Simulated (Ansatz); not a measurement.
We consider rutile GeO2, described by r²SCAN (plane waves, PAW; Ansatz, a program for electronic structure).

Numerical settings: plane-wave cutoff 500 eV, 8×8×10 k mesh (along the axes of the cell as run), gaussian smearing 0.02 eV, scalar-relativistic PAW data made under PBE.

Computed at the level's own relaxed cell.

Task: Estimate the volume per atom, lattice parameter a, c axis length and band gap that the calculation returns.

Result: 
- volume per atom: 9.31 Å³/atom
- lattice parameter a: 4.411 Å
- c axis length: 2.870 Å
- band gap: 2.51 eV (on the SCF k mesh)

Measured, for comparison: band gap 4.68 eV (temperature not stated, no zero-point or thermal correction, direct (forbidden), UV absorption; as tabulated in Mengle et al. (2019), arXiv:1905.10301); lattice constant a 4.397 Å (temperature not stated, no zero-point or thermal correction; as tabulated in Saito and Ono (2011), arXiv:1008.4998); lattice parameter c 2.862 Å (room temperature, no zero-point or thermal correction; as tabulated in Hiroi (2015), arXiv:1503.02262). Computed (rounded) less measured: lattice constant a +0.3 %, lattice parameter c +0.3 %.

Spin–orbit coupling is not included.

Computed values are for the static lattice.
